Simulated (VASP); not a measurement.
A run of VASP 6.6.1:

The input INCAR:

```
PREC = Accurate
ENCUT = 520
EDIFF = 1E-6
ISMEAR = 1
SIGMA = 0.2
LREAL = F
LASPH = T
NELM = 80
ALGO = Normal
ISIF = 2
LWAVE = F
LCHARG = F
GGA = PE
IBRION = 2
NSW = 40
EDIFFG = -0.01
KPAR = 8
```

The input KPOINTS:

```
regular mesh
0
Gamma
  18 18 1
```

The input POSCAR:

```
Al
1.0
    2.8567113960      0.0000000000      0.0000000000
    1.4283556980      2.4739846402      0.0000000000
    0.0000000000      0.0000000000     33.6599607002
Al
9
Direct
    0.3333333333      0.3333333333      0.2228166594
    0.6666666667      0.6666666667      0.2921124946
    0.0000000000      0.0000000000      0.3614083297
    0.3333333333      0.3333333333      0.4307041649
    0.6666666667      0.6666666667      0.5000000000
    0.0000000000      0.0000000000      0.5692958351
    0.3333333333      0.3333333333      0.6385916703
    0.6666666667      0.6666666667      0.7078875054
    0.0000000000      0.0000000000      0.7771833406
```

Potentials or basis: VASP PAW PBE potentials, release 64 (Al).

The run is started by

```sh
$ cat potpaw_PBE.64/Al/POTCAR > POTCAR
$ mpirun -np 8 vasp_std > vasp.out
```

Hardware: 8 MPI ranks on AMD EPYC 9R45 96-Core Processor (Zen 5) (shared host).

**Question.** Estimate the wall time of this run.

**Answer.** It took 79 s on 8 MPI ranks on AMD EPYC 9R45 96-Core Processor (Zen 5), on a shared host, peak memory 0.45 GiB a rank. Counts: scf iterations 49, k points 37, ion steps 6.
